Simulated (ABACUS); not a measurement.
**InAs: equation of state with PBE**

The system is InAs.

```xyz
2
Lattice="0.0000 3.0180 3.0180 3.0180 0.0000 3.0180 3.0180 3.0180 0.0000" Properties=species:S:1:pos:R:3 pbc="T T T"
In    0.0000    0.0000    0.0000
As    4.5270    4.5270    4.5270
```

```
Program             : ABACUS 3.10.1
Task                : equation of state
Functional          : PBE
Potentials or basis : PseudoDojo NC SR 0.4.1 PBE standard
Cutoff              : 1361 eV
Density cutoff      : 5442 eV
Basis               : DZP LCAO (the cutoffs set its grid)
k mesh              : 8 × 8 × 8
Occupations         : fermi-dirac, width 0.05 eV
Spin                : no spin polarisation
```

```yaml
Equilibrium_volume: "29.96 Å³/atom (rough: see the caveat)"
Bulk_modulus: 48 GPa (rough)
```

Energy against volume, from the lowest point:
```tsv
volume (Å³/atom)	energy (meV/atom)
25.840	109.25
26.389	77.86
26.939	52.46
27.489	32.53
28.039	17.43
28.588	6.78
29.138	0.00
```

All runs of the series together: 37 s on 4 threads of AMD EPYC 7B13 (Zen 3) (shared host).

Caveat: the atomic orbitals were generated for these runs and aren't a published set; the minimum lies outside the volumes run; the basis of atomic orbitals isn't converged, which shifts pressures, moduli and gaps.
